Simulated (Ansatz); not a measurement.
A plane-wave DFT run in Ansatz 0.2.0 (scalar-relativistic PAW potentials unless the input names others): input and command.

```yaml
crystal:
  lattice:
    - [0.0, 2.7245038125, 2.7245038125]
    - [2.6835350625, 0.0, 2.7245038125]
    - [2.6835350625, 2.7245038125, 0.0]
  atoms:
    - { symbol: Ca, position: [0.0077668479, -0.0077668479, -0.0077668479] }
    - { symbol: F, position: [0.246116576, 0.253883424, 0.253883424] }
    - { symbol: F, position: [0.746116576, 0.753883424, 0.753883424] }
basis:
  ecutwfc: 420
kpoints:
  mp_grid: { grid: [8, 8, 8] }
hamiltonian:
  xc: pbe
  pseudopotentials: { kind: paw_fr }
scf:
  occupations: { method: gaussian, width: 0.02 }
  convergence: { dr2_threshold: 1.0e-06 }
output:
  forces: true
  eigenvalues: true
  stress: true
magnetization:
  noncollinear: true
  spin_orbit: true
```

```bash
ansatz run input.yaml --threads 1 --pin off --max-ram 1331MiB --backend cpu --events-out ev --progress --plain --runs-dir out
```

Abridged log:
```
Warning: scf.convergence.dr2_threshold = 1e-6 eV is looser than this run's default, which is 1e-7 eV or tighter. The error in the forces grows as the threshold's square root, so leave the key out unless less accurate forces are enough
Warning: output.stress: scf.convergence.dr2_threshold = 1e-6 eV is looser than the 3e-10 eV advised for a printed stress (1e-10 eV for each atom of the cell: 3). ...
Pseudopotentials: kind: paw_fr
Pseudopotential: Ca, paw_fr, valence charge 10, recommended cutoff 420 eV (normal)#standard-fr
Pseudopotential: F, paw_fr, valence charge 7, recommended cutoff 420 eV (normal)#standard-fr
Functional definition: PBE
non-collinear run that drives no moment, with spin-orbit: no starting moment large enough to seed its density (crystal.atoms[].spin), no starting occupations that ask for one, no magnetisation constraint and no magnetic field, so the semilocal B_xc is pinned to zero
Crystal: 3 atoms, lattice volume = 39.839 Å³
Basis set: ecut = 420 eV, 749 PW (Γ), exchange–correlation on 54×54×54 points (8 copies of the dense FFT grid, shifted against one another)
Bands: 32, of which v1, the nominal top of the filled ones, is band 24 counted from 1 (23 counted from 0)
Symmetry: 8 space group operations + 8 with time reversal
Magnetic group: BNS 107.228 (UNI 888), of the structure as read, at distance tolerance 3.4e-5 Å
k-points: 59 of 512 (time reversal used)
Projection manifold: j_resolved (fully-relativistic pseudo-atomic orbitals)
Initial density: superposition of atomic densities (chi_scale 0.1, normalization cell, long waves kept (reshape's long-wave potential 0.00 eV rms))
Initial wavefunctions: pseudopotential atomic-orbital guess
Functional: x = pbe(κ = 0.804, μ = 0.21951497), c = pbe(β = 0.06672455)
SCF iter   1: F=—  HF=-3442.767750 eV  |F-HF|=—  |Δ(HF+E_count)|=         —  Δρ=1.57e-1  dr2=9.69e0  dr2_m=0.00e0 (ungated) ethr=3.10e-3  |M|=0.00e0 ∫|m|=0.00e0 μB  |m|>n=0.0e0 m-floor=0.0e0 τ_xc=0.0e0  β_m=0.30  ⟨swp⟩=8.8  Hψ=11388  notcnv=0
SCF iter   2: F=—  HF=-3440.015679 eV  |F-HF|=—  |Δ(HF+E_count)|=    2.75e0  Δρ=4.03e-2  dr2=7.40e-1  dr2_m=0.00e0 (ungated) ethr=3.10e-3  |M|=0.00e0 ∫|m|=0.00e0 μB  |m|>n=0.0e0 m-floor=0.0e0 τ_xc=0.0e0  β_m=0.31  ⟨swp⟩=3.7  Hψ=4543  notcnv=0  defer=144
SCF iter   3: F=—  HF=-3439.830354 eV  |F-HF|=—  |Δ(HF+E_count)|=   1.85e-1  Δρ=2.02e-2  dr2=2.13e-1  dr2_m=0.00e0 (ungated) ethr=3.08e-3  |M|=0.00e0 ∫|m|=0.00e0 μB  |m|>n=0.0e0 m-floor=0.0e0 τ_xc=0.0e0  β_m=0.48  ⟨swp⟩=3.4  Hψ=3570  notcnv=0  defer=144
SCF iter   4: F=—  HF=-3439.810061 eV  |F-HF|=—  |Δ(HF+E_count)|=   2.03e-2  Δρ=5.73e-3  dr2=7.15e-3  dr2_m=0.00e0 (ungated) ethr=8.89e-4  |M|=0.00e0 ∫|m|=0.00e0 μB  |m|>n=0.0e0 m-floor=0.0e0 τ_xc=0.0e0  β_m=0.67  ⟨swp⟩=3.4  Hψ=3838  notcnv=0  defer=144
SCF iter   5: F=—  HF=-3439.816488 eV  |F-HF|=—  |Δ(HF+E_count)|=   6.43e-3  Δρ=1.07e-3  dr2=4.83e-4  dr2_m=0.00e0 (ungated) ethr=2.98e-5  |M|=0.00e0 ∫|m|=0.00e0 μB  |m|>n=0.0e0 m-floor=0.0e0 τ_xc=0.0e0  β_m=0.76  ⟨swp⟩=3.2  Hψ=3157  notcnv=0  defer=142
SCF iter   6: F=—  HF=-3439.816345 eV  |F-HF|=—  |Δ(HF+E_count)|=   1.43e-4  Δρ=1.75e-4  dr2=1.70e-5  dr2_m=0.00e0 (ungated) ethr=2.01e-6  |M|=0.00e0 ∫|m|=0.00e0 μB  |m|>n=0.0e0 m-floor=0.0e0 τ_xc=0.0e0  β_m=0.88  ⟨swp⟩=2.3  Hψ=3103  notcnv=0  defer=142
SCF iter   7: F=—  HF=-3439.816343 eV  |F-HF|=—  |Δ(HF+E_count)|=   2.58e-6  Δρ=5.23e-5  dr2=1.37e-6  dr2_m=0.00e0 (ungated) ethr=7.08e-8  |M|=0.00e0 ∫|m|=0.00e0 μB  |m|>n=0.0e0 m-floor=0.0e0 τ_xc=0.0e0  β_m=0.77  ⟨swp⟩=2.1  Hψ=2823  notcnv=0  defer=142
SCF iter   8: F=-3439.816342 eV  HF=-3439.816342 eV  |F-HF|=1.33e-7  |Δ(HF+E_count)|=   5.03e-7  Δρ=1.72e-5  dr2=1.46e-7  dr2_m=0.00e0 (ungated) ethr=4.17e-9  |M|=0.00e0 ∫|m|=0.00e0 μB  |m|>n=0.0e0 m-floor=0.0e0 τ_xc=0.0e0  ⟨swp⟩=9.8  Hψ=8428  notcnv=0
SCF 1 converged in 8 iterations: F = -3439.816342 eV  dr2 = 1.46e-7
SCF converged after 8 iterations
Magnetization: |M| = 0.0000 μB, M = (+0.0000, +0.0000, +0.0000) μB
Absolute magnetization: 0.0000 μB (∫|m|)
  site 0: m = (+0.0000, +0.0000, +0.0000) μB, |m| = 0.0000 μB  (R = 0.95 Å)
  site 1: m = (+0.0000, +0.0000, +0.0000) μB, |m| = 0.0000 μB  (R = 0.95 Å)
  site 2: m = (+0.0000, +0.0000, +0.0000) μB, |m| = 0.0000 μB  (R = 0.95 Å)
Free energy (F): -3439.816342 eV
Harris-Foulkes:  -3439.816342 eV  (|F-HF|=1.33e-7)
Internal energy: -3439.816342 eV  (E = F + TS)
E sigma→0 (E₀):  -3439.816342 eV
Fermi energy:    7.285997 eV
--- Forces (eV/Å), atoms counted from 1 ---
  atom   1  Ca     0.30280490     0.00000000     0.00000000
  atom   2  F     -0.15143515     0.00000000     0.00000000
  atom   3  F     -0.15143515     0.00000000     0.00000000
--- Stress (GPa, compression-positive) ---
        5.555381       0.000000       0.000000
        0.000000       3.840427       0.000000
        0.000000       0.000000       3.840427
  P = ⅓ Tr σ = 4.4121 GPa (44.121 kbar)
```

Apart from outputs and empty bands, the input differs from a reference run on usual settings in hamiltonian.pseudopotentials: not typed → {"kind": "paw_fr"}; magnetization: not typed → {"noncollinear": true, "spin_orbit": true}; scf.convergence.dr2_threshold: not typed → 1e-06. The reference, at the same geometry (not necessarily relaxed), gave pressure 4.41 GPa, largest force 0.303 eV/Å, gap on the mesh 7.37 eV. This run converged in 8 SCF iterations (reference: 6) with a total energy on another zero (with these potentials totals step by a constant when spin–orbit coupling is switched, so their difference is no spin–orbit energy), pressure 4.41 GPa, largest force 0.303 eV/Å, gap on the mesh 7.37 eV.